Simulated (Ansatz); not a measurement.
## Stability checks on a candidate for LiCl

The structure comes from a generated guess, relaxed at this level; another structure or a mixture of phases may lie lower.

Computed with DFT PBE, scalar-relativistic, plane waves, PAW (Ansatz). Settings of the last relaxation (4-atom cell): 420 eV, 6×6×6 k points, Gaussian smearing of 0.02 eV, no spin polarisation.

```cif
data_structure
_symmetry_space_group_name_H-M 'R-3m:H'
_symmetry_Int_Tables_number 166
_cell_length_a 4.0411
_cell_length_b 4.0411
_cell_length_c 21.3662
_cell_angle_alpha 90.000
_cell_angle_beta 90.000
_cell_angle_gamma 120.000
_cell_volume 302.18
loop_
_atom_site_label
_atom_site_type_symbol
_atom_site_symmetry_multiplicity
_atom_site_Wyckoff_symbol
_atom_site_fract_x
_atom_site_fract_y
_atom_site_fract_z
_atom_site_occupancy
Li1 Li 6 c 0.00000 0.00000 0.88320 1
Cl1 Cl 6 c 0.33333 0.66667 0.89962 1
```

Energies over the elements count from the elements' standard structures at the same level (Cl₂ as a molecule), with no fitted energy shifts.

**Question.** These tests were run: energy against the elements; phonons on a 2×2×2 q mesh; elastic tensor. What do they show?

**Answer.**

```tsv
test	result
energy against the elements	−1.840 eV/atom
phonons on a 2×2×2 q mesh	imaginary modes down to 7i cm⁻¹
elastic tensor	least eigenvalue 0 GPa
```

It fails 2 tests: phonons on a 2×2×2 q mesh and elastic tensor. So it isn't even a local minimum.

No dispersion correction is applied, so the spacing and binding between layers, chains or molecules are poorly described. The run for the phonons used a 6×6×6 k mesh. The run for the elastic tensor used a 6×6×6 k mesh.
